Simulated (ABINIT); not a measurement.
# Ti3Al (P-6m2) in ABINIT: notebook

The runs below take Ti3Al through relaxation of cell and atoms, single point, with PBEsol.

Everything below comes from runs of ABINIT 10.8.3 (patched build). Logs are shortened: lines on timing, memory, paths and dates and some standing lists are left out, and cuts for length are marked. The log counts tension as positive stress, the text compression.

### 1 The crystal as given

Symmetry: P-6m2, No. 187, hexagonal system. Conventional cell: a = 2.928 Å, b = 2.928 Å, c = 9.226 Å, α = 90.00°, β = 90.00°, γ = 120.00°. Ti (site symmetry 3m) is surrounded by 9 Ti at 2.86 to 2.93 Å and 3 Al at 2.86 Å. Ti (site symmetry -6m2) is surrounded by 12 Ti at 2.86 to 2.93 Å. Around Al (site symmetry -6m2) lie 6 Ti at 2.86 Å and 6 Al at 2.93 Å.

The cell comes from a database or a generator and needn't be the stable form of this composition.

### 2 Relaxation of cell and atoms, PBEsol

Contents of run.abi:

```
pp_dirpath "./"
pseudos "Ti.upf, Al.upf"

acell 3*1.0 Angstrom
rprim
     2.9275422229     0.0000000000     0.0000000000
    -1.4637711114     2.5353259357     0.0000000000
     0.0000000000     0.0000000000     9.2263620000
ntypat 2
znucl 22 13
natom 4
typat 1 1 1 2
chkprim 0
chksymtnons 0
tolsym 1.0e-6
xred
            1/3            2/3   0.2494060000
            1/3            2/3   0.7505940000
            2/3            1/3            0.0
            2/3            1/3            1/2

ecut 42.0
ecutsm 0.5

kptopt 1
ngkpt 8 8 2
nshiftk 1
shiftk 0.0 0.0 0.0

ixc -116133

nband 24
occopt 3
tsmear 0.05 eV

nstep 80
tolvrs 1.0e-12

iomode 3
prteig 0
prtebands 0
prtwf 0
prtden 0

ionmov 2
optcell 2
ntime 50
tolmxf 2.0e-5
dilatmx 1.08
```

Potentials or basis: PseudoDojo NC SR PBEsol v0.4.1 standard.

On the command line:

```console
$ mpirun --bind-to none -np 4 abinit run.abi > log 2>&1
```

run.abo:

```text
.Version 10.8.3 of ABINIT
 Symmetries : space group P-6 m 2 (#187); Bravais hP (primitive hexag.)
================================================================================
 Values of the parameters that define the memory need of the present run
     intxc =       0    ionmov =       2      iscf =       7    lmnmax =       6
     lnmax =       6     mgfft =     120  mpssoang =       3    mqgrid =    5494
     natom =       4  nloc_mem =       1    nspden =       1   nspinor =       1
    nsppol =       1      nsym =      12    n1xccc =    2501    ntypat =       2
    occopt =       3   xclevel =       2
       mpw =        7585          nfft =      155520          nkpt =          20
================================================================================
================================================================================

--------------------------------------------------------------------------------
------------- Echo of variables that govern the present computation ------------
--------------------------------------------------------------------------------
 -outvars: echo values of preprocessed input variables --------
            acell      1.8897261259E+00  1.8897261259E+00  1.8897261259E+00 Bohr
              amu      4.78800000E+01  2.69815390E+01
          chkprim           0
      chksymtnons           0
          dilatmx      1.08000000E+00
             ecut      4.20000000E+01 Hartree
           ecutsm      5.00000000E-01 Hartree
           ionmov           2
              ixc     -116133
         kptrlatt        8    0    0      0    8    0      0    0    2
          kptrlen      3.48705946E+01
            natom           4
            nband          24
            ngfft          36      36     120
             nkpt          20
            nstep          80
             nsym          12
            ntime          50
           ntypat           2
           occopt           3
          optcell           2
           prtden           0
        prtebands           0
           prteig           0
            prtwf           0
            rprim      2.9275422229E+00  0.0000000000E+00  0.0000000000E+00
                      -1.4637711114E+00  2.5353259357E+00  0.0000000000E+00
                       0.0000000000E+00  0.0000000000E+00  9.2263620000E+00
          spgroup         187
           tolmxf      2.00000000E-05
           tolsym      1.00000000E-06
           tolvrs      1.00000000E-12
           tsmear      1.83746611E-03 Hartree
            typat      1  1  1  2
           xangst      3.3333402991E-11  1.6902172905E+00  2.3011100410E+00
                       3.3333402991E-11  1.6902172905E+00  6.9252519590E+00
                       1.4637711115E+00  8.4510864523E-01  0.0000000000E+00
                       1.4637711115E+00  8.4510864523E-01  4.6131810000E+00
            xcart      6.2991002498E-11  3.1940477723E+00  4.3484677630E+00
                       6.2991002498E-11  3.1940477723E+00  1.3086829555E+01
                       2.7661265117E+00  1.5970238861E+00  0.0000000000E+00
                       2.7661265117E+00  1.5970238861E+00  8.7176486592E+00
             xred      3.3333333333E-01  6.6666666667E-01  2.4940600000E-01
                       3.3333333333E-01  6.6666666667E-01  7.5059400000E-01
                       6.6666666667E-01  3.3333333333E-01  0.0000000000E+00
                       6.6666666667E-01  3.3333333333E-01  5.0000000000E-01
            znucl       22.00000   13.00000

================================================================================

 chkinp: Checking input parameters for consistency.

================================================================================
== DATASET  1 ==================================================================

--- !DatasetInfo
iteration_state: {dtset: 1, }
dimensions: {natom: 4, nkpt: 20, mband: 24, nsppol: 1, nspinor: 1, nspden: 1, mpw: 7585, }
cutoff_energies: {ecut:  42.0, pawecutdg:  -1.0, }
electrons: {nelect:   3.90000000E+01, charge:   0.00000000E+00, occopt:   3.00000000E+00, tsmear:   1.83746611E-03, }
meta: {optdriver: 0, ionmov: 2, optcell: 2, iscf: 7, paral_kgb: 0, }
...

 Real(R)+Recip(G) space primitive vectors, cartesian coordinates (Bohr,Bohr^-1):
 R(1)=  5.5322530  0.0000000  0.0000000  G(1)=  0.1807582  0.1043608  0.0000000
 R(2)= -2.7661265  4.7910717  0.0000000  G(2)=  0.0000000  0.2087216  0.0000000
 R(3)=  0.0000000  0.0000000 17.4352973  G(3)=  0.0000000  0.0000000  0.0573549
 Unit cell volume ucvol=  4.6212989E+02 bohr^3
 Angles (23,13,12)=  9.00000000E+01  9.00000000E+01  1.20000000E+02 degrees

 getcut: wavevector=  0.0000  0.0000  0.0000  ngfft=  36  36 120
[... 1275 lines left out ...]

---SELF-CONSISTENT-FIELD CONVERGENCE--------------------------------------------

--- !BeginCycle
iteration_state: {dtset: 1, itime: 10, icycle: 1, }
solver: {iscf: 7, nstep: 80, nline: 4, wfoptalg: 0, }
tolerances: {tolvrs: 1.00E-12, }
...
[... 107 lines left out ...]
 Difference of energy with previous step (new-old):
           Absolute (Ha)=-3.94093E-09
           Relative     =-2.18647E-11

--- Iteration: (11/50) Internal Cycle: (1/1)
--------------------------------------------------------------------------------

---SELF-CONSISTENT-FIELD CONVERGENCE--------------------------------------------

--- !BeginCycle
iteration_state: {dtset: 1, itime: 11, icycle: 1, }
solver: {iscf: 7, nstep: 80, nline: 4, wfoptalg: 0, }
tolerances: {tolvrs: 1.00E-12, }
...
[... 107 lines left out ...]
 Difference of energy with previous step (new-old):
           Absolute (Ha)=-4.26874E-09
           Relative     =-2.36835E-11

 At Broyd/MD step  11, gradients are converged :
  max grad (force/stress) = 1.2802E-05 < tolmxf= 2.0000E-05 ha/bohr (free atoms)

================================================================================

 ----iterations are completed or convergence reached----

 Mean square residual over all n,k,spin=   10.245E-14; max=  27.288E-12
 reduced coordinates (array xred) for    4 atoms
       0.333333333333      0.666666666667      0.248585951800
       0.333333333333      0.666666666667      0.751414048200
       0.666666666667      0.333333333333      0.000000000000
       0.666666666667      0.333333333333      0.500000000000
 rms dE/dt=  1.5943E-05; max dE/dt=  3.9051E-05; dE/dt below (all hartree)
    1       0.000000000000     -0.000000000000      0.000039051453
    2       0.000000000000     -0.000000000000     -0.000039051453
    3       0.000000000000     -0.000000000000      0.000000000000
    4      -0.000000000000      0.000000000000      0.000000000000

 cartesian coordinates (angstrom) at end:
    1      0.00000000003302     1.67449132903959     2.26566612801302
    2      0.00000000003302     1.67449132903959     6.84855014851955
    3      1.45015202937182     0.83724566451980     0.00000000000000
    4      1.45015202937182     0.83724566451980     4.55710813826629

 cartesian forces (hartree/bohr) at end:
    1      0.00000000000000     0.00000000000000    -0.00000226735224
    2     -0.00000000000000     0.00000000000000     0.00000226735224
    3     -0.00000000000000    -0.00000000000000    -0.00000000000000
    4      0.00000000000000    -0.00000000000000    -0.00000000000000
 frms,max,avg= 9.2564268E-07 2.2673522E-06   0.000E+00  0.000E+00  0.000E+00 h/b

 cartesian forces (eV/Angstrom) at end:
    1      0.00000000000000     0.00000000000000    -0.00011659194019
    2     -0.00000000000000     0.00000000000000     0.00011659194019
    3     -0.00000000000000    -0.00000000000000    -0.00000000000000
    4      0.00000000000000    -0.00000000000000    -0.00000000000000
 frms,max,avg= 4.7598460E-05 1.1659194E-04   0.000E+00  0.000E+00  0.000E+00 e/A
 length scales=  5.480780352822  5.480780352803 17.223372614938 bohr
              =  2.900304058711  2.900304058700  9.114216276533 angstroms
 Fermi (or HOMO) energy (hartree) =   0.34627   Average Vxc (hartree)=  -0.42063
 Eigenvalues (hartree) for nkpt=  20  k points:
 kpt#   1, nband= 24, wtk=  0.00781, kpt=  0.0000  0.0000  0.0000 (reduced coord)
  -1.72638   -1.72452   -1.72155   -0.86973   -0.85937   -0.84709   -0.84542   -0.84542
  -0.84407   -0.84407   -0.84203   -0.84203    0.03251    0.15925    0.16815    0.25360
   0.31848    0.36721    0.37595    0.37782    0.37782    0.38095    0.38095    0.39349
      occupation numbers for kpt#   1
   2.00000    2.00000    2.00000    2.00000    2.00000    2.00000    2.00000    2.00000
   2.00000    2.00000    2.00000    2.00000    2.00000    2.00000    2.00000    2.00000
   2.00000    0.00002    0.00000    0.00000    0.00000    0.00000    0.00000    0.00000
 prteigrs : prtvol=0 or 1, do not print more k-points.

--- !EnergyTerms
iteration_state     : {dtset: 1, itime: 11, icycle: 1, }
comment             : Components of total free energy in Hartree
kinetic             :  7.12639568755677E+01
hartree             :  5.54150350672616E+01
xc                  : -2.70278326037743E+01
Ewald energy        : -1.10247828962044E+02
psp_core            :  3.91627357451935E+00
local_psp           : -1.75384371503105E+02
non_local_psp       :  1.82477034575216E+00
internal            : -1.80239997205823E+02
'-kT*entropy'       : -1.29608111640064E-03
total_energy        : -1.80241293286940E+02
total_energy_eV     : -4.90461544910605E+03
band_energy         : -2.16509518428449E+01
...

 rms coord change=  3.3478E-04   atom, delta coord (reduced):
     1        0.000000000000      0.000000000000     -0.000820048200
     2        0.000000000000      0.000000000000      0.000820048200
     3        0.000000000000      0.000000000000      0.000000000000
     4        0.000000000000      0.000000000000      0.000000000000

 Cartesian components of stress tensor (hartree/bohr^3)
  sigma(1 1)= -1.28015789E-07  sigma(3 2)=  0.00000000E+00
  sigma(2 2)= -1.28015907E-07  sigma(3 1)=  0.00000000E+00
  sigma(3 3)= -8.86444474E-09  sigma(2 1)= -1.72373709E-13

-Cartesian components of stress tensor (GPa)         [Pressure=  2.5978E-03 GPa]
- sigma(1 1)= -3.76635455E-03  sigma(3 2)=  0.00000000E+00
- sigma(2 2)= -3.76635800E-03  sigma(3 1)=  0.00000000E+00
- sigma(3 3)= -2.60800968E-04  sigma(2 1)= -5.07140961E-09

== END DATASET(S) ==============================================================
================================================================================

 -outvars: echo values of variables after computation  --------
            acell      5.4807803528E+00  5.4807803528E+00  1.7223372615E+01 Bohr
           etotal     -1.8024129329E+02
            fcart      1.8423324667E-29  2.8719120931E-28 -2.2673522446E-06
                      -7.9834406890E-29  6.0274698251E-29  2.2673522446E-06
                      -3.0705541112E-29 -1.3827724892E-28 -0.0000000000E+00
                       9.2116623335E-29 -2.0918865863E-28 -0.0000000000E+00
            rprim      1.0000000000E+00  0.0000000000E+00  0.0000000000E+00
                      -4.9999999998E-01  8.6602540379E-01  0.0000000000E+00
                       0.0000000000E+00  0.0000000000E+00  1.0000000000E+00
           strten     -1.2801578909E-07 -1.2801590655E-07 -8.8644447355E-09
                       0.0000000000E+00  0.0000000000E+00 -1.7237370919E-13
           xangst      3.3023277823E-11  1.6744913290E+00  2.2656661280E+00
                       3.3023277823E-11  1.6744913290E+00  6.8485501485E+00
                       1.4501520294E+00  8.3724566452E-01  2.5992920427E-19
                       1.4501520294E+00  8.3724566452E-01  4.5571081383E+00
             xred      3.3333333333E-01  6.6666666667E-01  2.4858595180E-01
                       3.3333333333E-01  6.6666666667E-01  7.5141404820E-01
                       6.6666666667E-01  3.3333333333E-01  2.8519095486E-20
                       6.6666666667E-01  3.3333333333E-01  5.0000000000E-01
 Calculation completed.
```

Wall time 20 min (4 MPI ranks of Arm Neoverse V1, shared host); peak memory 0.48 GiB.

What came out:

| Item | Value |
| --- | --- |
| Free energy | -4904.6154 eV |
| Relaxed volume | 16.60 Å³/atom |
| Relaxed cell | a = 2.900 Å, b = 2.900 Å, c = 9.114 Å, α = 90.00°, β = 90.00°, γ = 120.00° |
| Space group after relaxing (to 0.05 Å) | P-6m2 (No. 187) |
| Energy gained by relaxing | 5.9 meV/atom |
| Ionic steps | 11 |
| Pressure after relaxing | 0.0 GPa |
| Band gap on the k mesh | none (metal or under the smearing width) |

Step by step:
```tsv
step	energy change (eV)	largest force (eV/Å)	pressure (GPa)	volume (Å³)
1	0.0000	0.0660	-3.41	68.48
2	-0.0129	0.0584	-2.31	67.77
3	-0.0233	0.0388	0.09	66.33
4	-0.0234	0.0363	0.02	66.38
5	-0.0234	0.0270	-0.07	66.43
6	-0.0235	0.0113	-0.10	66.45
7	-0.0235	0.0008	-0.05	66.42
8	-0.0235	0.0010	-0.01	66.40
9	-0.0235	0.0005	0.00	66.40
10	-0.0235	0.0002	0.00	66.40
11	-0.0235	0.0001	0.00	66.40
```

Final structure:
```
Ti Al
1.0
     2.90030    0.00000    0.00000
    -1.45015    2.51174    0.00000
     0.00000    0.00000    9.11422
Ti Al
3 1
Cartesian
  0.0000 1.6745 2.2657
  0.0000 1.6745 6.8486
  1.4502 0.8372 0.0000
  1.4502 0.8372 4.5571
```

### 3 Single point, PBEsol (cell relaxed)

Contents of run.abi:

```
pp_dirpath "./"
pseudos "Ti.upf, Al.upf"

acell 3*1.0
rprim
     5.4807803515     0.0000000000     0.0000000000
    -2.7403901758     4.7464950271     0.0000000000
     0.0000000000     0.0000000000    17.2233726098
ntypat 2
znucl 22 13
natom 4
typat 1 1 1 2
xred
     0.3333333300     0.6666666700     0.2485859500
     0.3333333300     0.6666666700     0.7514140500
     0.6666666700     0.3333333300     0.0000000000
     0.6666666700     0.3333333300     0.5000000000
chkprim 0
chksymtnons 0
tolsym 1.0e-6

ecut 1142.878222 eV

kptopt 1
ngkpt 8 8 2
nshiftk 1
shiftk 0.0 0.0 0.0

ixc -116133

nband 24
occopt 3
tsmear 0.05 eV

nstep 100
tolvrs 1.0e-10

iomode 3
prtwf 0
prtden 0
prteig 0
prtebands 0
enunit 1
```

Potentials or basis: PseudoDojo NC SR PBEsol v0.4.1 standard.

On the command line:

```console
$ mpirun --bind-to none -np 4 abinit run.abi > log 2>&1
```

Run time: 81 s. Hardware: 4 MPI ranks of Arm Neoverse V1, shared host; peak memory 0.4 GiB.

The run converged. Its results:

* Free energy: -4904.6155 eV
* Pressure: 0.0 GPa
* Band gap on the k mesh: none (metal or under the smearing width)
* Valence electrons inside the program's atomic spheres: Ti 9.52, 9.53; Al 0.92

Levels at points of the mesh, in eV from the Fermi level:
```csv
k point,band 18,band 19,band 20,band 21,band 22,band 23
"(0.00, 0.00, 0.00)",0.57,0.81,0.86,0.86,0.94,0.94
"(0.50, 0.00, 0.00)",-1.25,-0.64,-0.36,0.90,1.06,1.20
"(0.00, 0.00, 0.50)",0.51,0.85,0.86,0.87,0.94,0.94
"(0.50, 0.00, 0.50)",-1.24,-0.95,-0.01,0.86,0.94,1.14
```
